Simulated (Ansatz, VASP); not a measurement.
# H7Rh2: VASP beside Ansatz

```xyz
9
Lattice="4.2277 0.0000 0.0000 -2.1139 3.6613 0.0000 0.0000 0.0000 6.0493" Properties=species:S:1:pos:R:3 pbc="T T T"
H     2.9703    0.0000    3.0246
H    -1.4851    2.5723    3.0246
H     0.6287    1.0890    3.0246
H     1.2574    0.0000    3.0246
H    -0.6287    1.0890    3.0246
H     1.4851    2.5723    3.0246
H     0.0000    0.0000    0.0000
Rh    0.0000    0.0000    1.7240
Rh    0.0000    0.0000    4.3253
```

Alike in both runs: functional PBE; k mesh 6 × 6 × 4; occupations gaussian, width 0.1 eV; no spin polarisation.

Ansatz relaxed the structure, and its values are those at the end. VASP's run is a single point on that final structure, the one shown.

|  | VASP | Ansatz |
| --- | --- | --- |
| version | VASP 6.6.1 | Ansatz 0.2.0 |
| potentials or method | VASP PAW PBE potentials, release 64 (H, Rh_pv) | scalar-relativistic, plane waves, PAW |
| plane-wave cutoff (eV) | 520 | 420 |
| valence electrons in the cell | 37 | 41 |

|  | VASP | Ansatz | Ansatz less VASP |
| --- | --- | --- | --- |
| gap on the k mesh at the Fermi level (eV) | none | none | - |
| pressure (GPa) | 0.0 | 0.0 | -0.02 |
| rms of the force components (eV/Å) | 0.019 | 0.001 | -0.0171 |

A gap of «none» marks a metal or a gap that the smearing closes. With one functional, cell and mesh, what is left measures potentials, basis and numerics. The two sets of potentials don't hold the same shells in valence.
